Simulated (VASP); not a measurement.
# MgO (Fm-3m) in VASP: a series of runs

One crystal, MgO, is run at these levels: PBE; tasks: single point.

Program: VASP 6.6.1. These are calculated values, not measurements. Logs are shortened: lines on timing, memory, paths and dates and some standing lists are left out, and cuts for length are marked.

**The experiment to reproduce.**

From “Electronic structure of alkaline earth and post-transition metal oxides”, 2009, arxiv:0908.1581, for a bulk crystal of MgO: band gap 7.83 eV.

How close the calculation comes is told below.

**1. Starting point**

It takes space group Fm-3m (No. 225, cubic). Conventional cell: a = 4.282 Å, b = 4.282 Å, c = 4.282 Å, α = 90.00°, β = 90.00°, γ = 90.00°. Mg (site symmetry m-3m) is surrounded by 6 O at 2.14 Å. O (site symmetry m-3m) is surrounded by 6 Mg at 2.14 Å.

**2. Single point, PBE**

Input file INCAR:

```
PREC     = Accurate       # precision mode
ENCUT    = 520            # plane-wave cutoff, eV
EDIFF    = 1E-6           # SCF threshold, eV
ISMEAR   = -1             # smearing method
SIGMA    = 0.03           # smearing width, eV
LREAL    = False          # projectors in reciprocal space
LASPH    = True           # aspherical terms in the spheres
NELM     = 80             # most SCF steps
ALGO     = Normal         # electronic algorithm
ISIF     = 2              # what is computed and relaxed
LWAVE    = False          # write WAVECAR
LCHARG   = False          # write CHGCAR
GGA      = PE             # functional
NBANDS   = 11             # bands
```

Input file KPOINTS:

```
Automatic mesh
0
Gamma
  9 9 9
```

Input file POSCAR:

```
MgO
1.0
    0.0000000000      2.1410000000      2.1410000000
    2.1410000000      0.0000000000      2.1410000000
    2.1410000000      2.1410000000      0.0000000000
Mg O
1 1
Direct
    0.0000000000      0.0000000000      0.0000000000
    0.5000000000      0.5000000000      0.5000000000
```

Potentials or basis: VASP PAW PBE potentials, release 64 (Mg, O).

Launch:

```sh
cat potpaw_PBE.64/Mg/POTCAR potpaw_PBE.64/O/POTCAR > POTCAR
mpirun -np 1 vasp_std > vasp.out
```

OUTCAR:

```text
PREC = Accurate
   ENCUT = 520
   EDIFF = 1E-6
   ISMEAR = -1
   LREAL = False
   LASPH = True
   NELM = 80
   ISIF = 2
   GGA = PE

 ion  position               nearest neighbor table
   1  0.000  0.000  0.000-   2 2.14   2 2.14   2 2.14   2 2.14   2 2.14   2 2.14
   2  0.500  0.500  0.500-   1 2.14   1 2.14   1 2.14   1 2.14   1 2.14   1 2.14

  LATTYP: Found a face centered cubic cell.
 ALAT       =     4.2820000000

  Lattice vectors:

 A1 = (   0.0000000000,   2.1410000000,   2.1410000000)
 A2 = (   2.1410000000,   0.0000000000,   2.1410000000)
 A3 = (   2.1410000000,   2.1410000000,   0.0000000000)

Analysis of symmetry for initial positions (statically):
=====================================================================
 Subroutine PRICEL returns:
 Original cell was already a primitive cell.

 Routine SETGRP: Setting up the symmetry group for a
 face centered cubic supercell.

 Subroutine GETGRP returns: Found 48 space group operations
 (whereof 48 operations were pure point group operations)
 out of a pool of 48 trial point group operations.

The static configuration has the point symmetry O_h .

Analysis of symmetry for dynamics (positions and initial velocities):
=====================================================================
 Subroutine PRICEL returns:
 Original cell was already a primitive cell.

 Routine SETGRP: Setting up the symmetry group for a
 face centered cubic supercell.

 Subroutine GETGRP returns: Found 48 space group operations
 (whereof 48 operations were pure point group operations)
 out of a pool of 48 trial point group operations.

The dynamic configuration has the point symmetry O_h .

 Subroutine INISYM returns: Found 48 space group operations
 (whereof 48 operations are pure point group operations),
 and found     1 'primitive' translations

----------------------------------------------------------------------------------------

                                     Primitive cell

  volume of cell :      19.6282

  direct lattice vectors                    reciprocal lattice vectors
     0.000000000  2.141000000  2.141000000    -0.233535731  0.233535731  0.233535731
     2.141000000  0.000000000  2.141000000     0.233535731 -0.233535731  0.233535731
     2.141000000  2.141000000  0.000000000     0.233535731  0.233535731 -0.233535731

  length of vectors
     3.027831237  3.027831237  3.027831237     0.404495751  0.404495751  0.404495751

  position of ions in fractional coordinates (direct lattice)
     0.000000000  0.000000000  0.000000000
     0.500000000  0.500000000  0.500000000

  ion indices of the primitive-cell ions
   primitive index   ion index
                 1           1
                 2           2

----------------------------------------------------------------------------------------

 KPOINTS: Automatic mesh

Automatic generation of k-mesh.
 Grid dimensions read from file:
 generate k-points for:    9    9    9

 Generating k-lattice:

  Cartesian coordinates                     Fractional coordinates (reciprocal lattice)
    -0.025948415  0.025948415  0.025948415     0.111111111  0.000000000  0.000000000
     0.025948415 -0.025948415  0.025948415     0.000000000  0.111111111  0.000000000
     0.025948415  0.025948415 -0.025948415     0.000000000  0.000000000  0.111111111

  Length of vectors
     0.044943972  0.044943972  0.044943972

  Shift w.r.t. Gamma in fractional coordinates (k-lattice)
     0.000000000  0.000000000  0.000000000

 Subroutine IBZKPT returns following result:
 ===========================================

 Found     35 irreducible k-points:

 Following reciprocal coordinates:
            Coordinates               Weight
  0.000000  0.000000  0.000000      1.000000
  0.111111  0.000000  0.000000      8.000000
  0.222222  0.000000  0.000000      8.000000
  0.333333  0.000000  0.000000      8.000000
  0.444444  0.000000  0.000000      8.000000
  0.111111  0.111111  0.000000      6.000000
[... 16 lines left out ...]
 -0.333333  0.333333  0.000000     12.000000
  0.444444  0.444444  0.000000      6.000000
 [... further k-points ...]
   k-points           NKPTS =     35   k-points in BZ     NKDIM =     35   number of bands    NBANDS=     11
   number of dos      NEDOS =    301   number of ions     NIONS =      2
   total plane-waves  NPLWV =  13824
   dimension x,y,z NGX =    24 NGY =   24 NGZ =   24
   dimension x,y,z NGXF=    48 NGYF=   48 NGZF=   48
   ions per type =               1   1
   NGX,Y,Z   is equivalent  to a cutoff of  13.18, 13.18, 13.18 a.u.
   NGXF,Y,Z  is equivalent  to a cutoff of  26.35, 26.35, 26.35 a.u.
 SYSTEM =  unknown system
   PREC   = accura    normal or accurate (medium, high low for compatibility)
   ISTART =      0    job   : 0-new  1-cont  2-samecut
   ICHARG =      2    charge: 1-file 2-atom 10-const
   ISPIN  =      1    spin polarized calculation?
   LNONCOLLINEAR =      F non collinear calculations
   LSORBIT =      F    spin-orbit coupling
   LASPH  =      T    aspherical Exc in radial PAW
   ENCUT  =  520.0 eV  38.22 Ry    6.18 a.u.   5.63  5.63  5.63*2*pi/ulx,y,z
   NELM   =     80;   NELMIN=  2; NELMDL= -5     # of ELM steps
   EDIFF  = 0.1E-05   stopping-criterion for ELM
   LREAL  =      F    real-space projection
   EDIFFG = 0.1E-04   stopping-criterion for IOM
   NSW    =      0    number of steps for IOM
   IBRION =     -1    ionic relax: 0-MD 1-quasi-New 2-CG
   NFREE  =      0    steps in history (QN), initial steepest desc. (CG)
   ISIF   =      2    stress and relaxation
   ISYM   =      2    0-nonsym 1-usesym 2-fastsym
   POTIM  = 0.5000    time-step for ionic-motion
   TEBEG  =    0.0;   TEEND  =   0.0 temperature during run
   PSTRESS=    0.0 pullay stress
   NELECT =       8.0000    total number of electrons
   NUPDOWN=      -1.0000    fix difference up-down
   EMIN   =  10.00;   EMAX   =-10.00  energy-range for DOS
   EFERMI =   0.00;   METHOD = LEGACY
   ISMEAR =    -1;   SIGMA  =   0.03  broadening in eV -4-tet -1-fermi 0-gaus
   EFERMI_NEDOS =   21; number of points for ismear=-14 and -15
   IALGO  =     38    algorithm
   IMIX   =      4    mixing-type and parameters
     AMIX     =   0.40;   BMIX     =  1.00
     AMIX_MAG =   1.60;   BMIX_MAG =  1.00
  volume/ion in A,a.u.               =       9.81        66.23
  Fermi-wavevector in a.u.,A,eV,Ry     =   1.213794  2.293737 20.045393  1.473295
  Thomas-Fermi vector in A             =   2.349234
   LORBIT       =      0    0 simple, 1 ext, 2 COOP (PROOUT), +10 PAW based schemes
   GGA     = PE    functional components
   LHFCALC =     F    Hartree Fock is set to
   AEXX    =    0.0000 exact exchange contribution
   IVDW    =     0    specifies the selected vdW correction
   LEPSILON=     F    determine dielectric tensor
   LRPA    =     F    only Hartree local field effects (RPA)
 non-spin polarized calculation
  energy-cutoff  :      520.00
  volume of cell :       19.63
 maximum number of plane-waves:       540
   NGX = 11   NGY = 11   NGZ = 11

 number of electron       8.0000001 magnetization

 Free energy of the ion-electron system (eV)
  ---------------------------------------------------
  ext. energy  EPLUGINS =         0.00000000
  ---------------------------------------------------
  free energy    TOTEN  =       -11.90691246 eV

  energy without entropy =      -11.90691246  energy(sigma->0) =      -11.90691246

 E-fermi :   3.4152     XC(G=0): -10.8470

 val. band max:        2.8260413906   @ k =   0.0000   0.0000   0.0000
 cond. band min:       7.0864646854   @ k =   0.0000   0.0000   0.0000
 fundamental gap:      4.2604232948
 Fermi energy:         3.4152118960

 k-point     1 :       0.0000    0.0000    0.0000
  band No.  band energies     occupation
      1     -14.1917      2.00000
      2       2.8260      2.00000
      3       2.8260      2.00000
      4       2.8260      2.00000
      5       7.0865      0.00000
      6      18.3449      0.00000
      7      18.3449      0.00000
      8      18.3449      0.00000
      9      22.1336      0.00000
     10      23.8513      0.00000
     11      23.8513      0.00000

 k-point     2 :       0.1111    0.0000    0.0000
  band No.  band energies     occupation
      1     -14.0728      2.00000
      2       2.0558      2.00000
      3       2.7504      2.00000
      4       2.7504      2.00000
      5       7.8449      0.00000
      6      16.9168      0.00000
      7      18.6125      0.00000
      8      18.6125      0.00000
      9      22.9346      0.00000
     10      22.9346      0.00000
     11      23.9022      0.00000

 k-point     3 :       0.2222    0.0000    0.0000
  band No.  band energies     occupation
      1     -13.7543      2.00000
      2       0.6168      2.00000
      3       2.5658      2.00000
      4       2.5658      2.00000
      5       9.1769      0.00000
      6      15.3356      0.00000
      7      19.0406      0.00000
      8      19.0406      0.00000
      9      22.3383      0.00000
     10      22.3383      0.00000
     11      24.1868      0.00000

 k-point     4 :       0.3333    0.0000    0.0000
  band No.  band energies     occupation
      1     -13.3558      2.00000
      2      -0.6941      2.00000
      3       2.3669      2.00000
      4       2.3669      2.00000
      5      10.1045      0.00000
      6      14.7311      0.00000
      7      18.9307      0.00000
      8      18.9307      0.00000
      9      23.1823      0.00000
     10      23.1823      0.00000
     11      23.4787      0.00000

 k-point     5 :       0.4444    0.0000    0.0000
  band No.  band energies     occupation
      1     -13.0695      2.00000
      2      -1.4741      2.00000
      3       2.2427      2.00000
      4       2.2427      2.00000
      5      10.3925      0.00000
      6      14.8334      0.00000
      7      18.6711      0.00000
      8      18.6711      0.00000
      9      23.0406      0.00000
     10      24.4711      0.00000
     11      24.4711      0.00000
[... 211 lines left out ...]
 k-point    21 :       0.4444    0.3333    0.0000
  band No.  band energies     occupation
      1     -12.9372      2.00000
      2      -0.7599      2.00000
      3       1.4040      2.00000
      4       1.7095      2.00000
      5      12.2139      0.00000
      6      12.6954      0.00000
      7      15.5249      0.00000
      8      20.5480      0.00000
      9      20.6715      0.00000
     10      27.7912      0.00000
     11      28.3998      0.00000

 k-point    22 :      -0.4444    0.3333    0.0000
  band No.  band energies     occupation
      1     -12.8025      2.00000
      2      -0.6704      2.00000
      3       0.5990      2.00000
      4       1.7339      2.00000
      5      12.5250      0.00000
      6      13.7556      0.00000
      7      15.0791      0.00000
      8      20.3060      0.00000
      9      20.5191      0.00000
     10      27.7507      0.00000
     11      28.9408      0.00000

 k-point    23 :      -0.3333    0.3333    0.0000
  band No.  band energies     occupation
      1     -12.8168      2.00000
      2      -0.2427      2.00000
      3      -0.0797      2.00000
      4       1.8904      2.00000
      5      12.8130      0.00000
      6      14.6344      0.00000
      7      14.7267      0.00000
      8      19.9488      0.00000
      9      21.0301      0.00000
     10      25.5005      0.00000
     11      29.4822      0.00000

 k-point    24 :       0.4444    0.4444    0.0000
  band No.  band energies     occupation
      1     -12.8314      2.00000
      2      -0.9939      2.00000
      3       1.5781      2.00000
      4       1.5781      2.00000
      5      11.9812      0.00000
      6      12.2444      0.00000
      7      15.4234      0.00000
      8      20.9781      0.00000
      9      20.9781      0.00000
     10      27.4140      0.00000
     11      28.6874      0.00000

 [... further k-points ...]

------------------------ aborting loop because EDIFF is reached ----------------------------------------

  FORCE on cell =-STRESS in cart. coord.  units (eV):
  Direction    XX          YY          ZZ          XY          YZ          ZX
  --------------------------------------------------------------------------------------
  -------------------------------------------------------------------------------------
  Total       -0.4393574     -0.4393574     -0.4393574      0.0000000      0.0000000      0.0000000
  in kB      -35.8631559    -35.8631559    -35.8631559      0.0000000      0.0000000      0.0000000
  external PRESSURE =     -35.8631559 kB  Pullay stress =       0.0000000 kB

 VOLUME and BASIS-vectors are now :
 -----------------------------------------------------------------------------
  energy-cutoff  :      520.00
  volume of cell :       19.63
      direct lattice vectors                 reciprocal lattice vectors
     0.000000000  2.141000000  2.141000000    -0.233535731  0.233535731  0.233535731
     2.141000000  0.000000000  2.141000000     0.233535731 -0.233535731  0.233535731
     2.141000000  2.141000000  0.000000000     0.233535731  0.233535731 -0.233535731

 POSITION                                       TOTAL-FORCE (eV/Angst)
 -----------------------------------------------------------------------------------
      0.00000      0.00000      0.00000        -0.000000     -0.000000      0.000000
      2.14100      2.14100      2.14100         0.000000      0.000000     -0.000000
 -----------------------------------------------------------------------------------
    total drift:                               -0.000000     -0.000000      0.000000

  FREE ENERGIE OF THE ION-ELECTRON SYSTEM (eV)
  ---------------------------------------------------
  free  energy   TOTEN  =       -11.9069124639 eV

  energy  without entropy=      -11.9069124638  energy(sigma->0) =      -11.90691246
```

It used 7.4 s of CPU time on 1 thread of AMD EPYC 7R13 Processor (Zen 3) (shared host), which was overloaded at the time.

Results:

| Quantity | Value |
| --- | --- |
| Free energy | -11.9069 eV |
| Pressure | -3.6 GPa |
| Band gap on the k mesh | 4.26 eV, direct |

**3. Single point, PBE**

Input file INCAR:

```
SYSTEM = MgO
PREC = Accurate
ENCUT = 520
EDIFF = 1E-6
ISMEAR = -1
SIGMA = 0.03
LREAL = .FALSE.
LASPH = .TRUE.
NELM = 80
ALGO = Normal
ISIF = 2
LWAVE = .FALSE.
LCHARG = .FALSE.
GGA = PE
NBANDS = 11
```

Input file KPOINTS:

```
Automatic mesh
0
G
  9 9 9
  0 0 0
```

POSCAR is that of step 2.

Potentials or basis: VASP PAW PBE potentials, release 64 (Mg, O).

Launch:

```sh
cat potpaw_PBE.64/Mg/POTCAR potpaw_PBE.64/O/POTCAR > POTCAR
mpirun -np 1 vasp_std > vasp.out
```

Wall time 17 s (1 thread of AMD EPYC 7R13 (Zen 3), shared host); peak memory 0.1 GiB.

It converged, with:

| Property | Result |
| --- | --- |
| Free energy | -11.9069 eV |
| Pressure | -3.6 GPa |
| Band gap on the k mesh | 4.26 eV, direct |

Levels at points of the mesh, in eV from the valence-band top:
| k point | band 2 | band 3 | band 4 | band 5 | band 6 | band 7 |
| --- | --- | --- | --- | --- | --- | --- |
| (0.00, 0.00, 0.00) | 0.00 | 0.00 | 0.00 | 4.26 | 15.52 | 15.52 |

**4. Single point, PBE**

Input file INCAR:

```
SYSTEM = MgO
PREC = Accurate
ENCUT = 520
EDIFF = 1E-6
ISMEAR = -1
SIGMA = 0.03
LREAL = .False.
LASPH = .True.
NELM = 80
ALGO = Normal
ISIF = 2
LWAVE = .False.
LCHARG = .True.
GGA = PE
LELF = .True.
LVHAR = .True.
NBANDS = 11
```

Input file KPOINTS:

```
regular mesh
0
Gamma
  9 9 9
  0 0 0
```

POSCAR is that of step 3.

Launch:

```sh
cat potpaw_PBE.64/Mg/POTCAR potpaw_PBE.64/O/POTCAR > POTCAR
mpirun -np 1 vasp_std > vasp.out
```

It took 19 s on 1 thread of AMD EPYC 7R13 (Zen 3), shared host; peak memory 0.1 GiB.

Results (log left out):

```
Free energy            : -11.9069 eV
Pressure               : -3.6 GPa
Band gap on the k mesh : 4.26 eV, direct
```

Levels at points of the mesh, in eV from the valence-band top:
```csv
k point,band 2,band 3,band 4,band 5,band 6,band 7
"(0.00, 0.00, 0.00)",0.00,0.00,0.00,4.26,15.52,15.52
```

**5. Comparison with measurements**

Step 2. Against the measured gap of MgO, 7.83 eV (quoted in “Electronic structure of alkaline earth and post-transition metal oxides”, 2009, arxiv:0908.1581), the calculated 4.26 eV is off by -3.57 eV. The value is that of PBE, without temperature or zero-point motion. Semilocal functionals fall short of measured gaps as a rule.

Step 3. Measured gap of MgO: 7.83 eV (quoted in “Electronic structure of alkaline earth and post-transition metal oxides”, 2009, arxiv:0908.1581). This calculation gives 4.26 eV (-3.57 eV). The value is that of PBE, without temperature or zero-point motion. Semilocal functionals fall short of measured gaps as a rule.

Step 4. A measured gap of MgO is 7.83 eV (quoted in “Electronic structure of alkaline earth and post-transition metal oxides”, 2009, arxiv:0908.1581); the calculated 4.26 eV misses it by -3.57 eV. The value is that of PBE, without temperature or zero-point motion. Semilocal functionals fall short of measured gaps as a rule.
